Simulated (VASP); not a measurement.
Be2C:

```
Be C
1.0
     0.00000    2.16424    2.16424
     2.16424    0.00000    2.16424
     2.16424    2.16424    0.00000
Be C
2 1
Cartesian
  1.0821 1.0821 1.0821
  3.2464 3.2464 3.2464
  0.0000 0.0000 0.0000
```

```yaml
Program: VASP 6.6.1
Task: relaxation of cell and atoms
Functional: PBE
Dispersion: D3(BJ)
Potentials_or_basis: VASP PAW PBE potentials, release 64 (Be, C)
Cutoff: 600 eV
k_mesh: 12 × 12 × 12
Occupations: gaussian, width 0.02 eV
Spin: no spin polarisation
```

At the start: pressure -7.3 GPa; volume 6.76 Å³/atom.

Task: How do energy, volume and symmetry change on relaxing?

Result: Over 3 steps the energy falls by 5.7 meV/atom and the volume is 6.52 Å³/atom (-3.6 %); space group Fm-3m (No. 225, to 0.05 Å).

The path:
```csv
step,energy change (eV),largest force (eV/Å),pressure (GPa),volume (Å³)
1,0.0000,0.0000,-7.28,20.27
2,-0.0161,0.0000,1.80,19.39
3,-0.0170,0.0000,0.02,19.55
```

Final structure:
```yaml
crystal:
  lattice:
    - [0.00000, 2.13802, 2.13802]
    - [2.13802, 0.00000, 2.13802]
    - [2.13802, 2.13802, 0.00000]
  atoms:
    - { symbol: Be, position: [0.25000, 0.25000, 0.25000] }
    - { symbol: Be, position: [0.75000, 0.75000, 0.75000] }
    - { symbol: C, position: [0.00000, 0.00000, 0.00000] }
```
